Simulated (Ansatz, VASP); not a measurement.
## One calculation of In, two programs

```xyz
2
Lattice="0.0000 3.2967 3.2967 3.2967 0.0000 3.2967 3.2967 3.2967 0.0000" Properties=species:S:1:pos:R:3 pbc="T T T"
In    0.0000    0.0000    0.0000
In    1.6483    1.6483    1.6483
```

Change from the starting cell: volume scaled by 0.9405.

Alike in both runs: task single point; functional PBE; k mesh 9 × 9 × 9; occupations fermi-dirac, width 0.05 eV; no spin polarisation.

```csv
,VASP,Ansatz
version,VASP 6.6.1,Ansatz 0.2.0
potentials or method,"VASP PAW PBE potentials, release 64 (In_d), cutoff 520 eV","all-electron LAPW, scalar-relativistic"
```

|  | VASP | Ansatz | Ansatz less VASP |
| --- | --- | --- | --- |
| pressure (GPa) | 1.6 | 1.6 | +0.02 |

Ansatz ran all-electron here, so the differences hold the error of VASP's frozen core and of both bases.
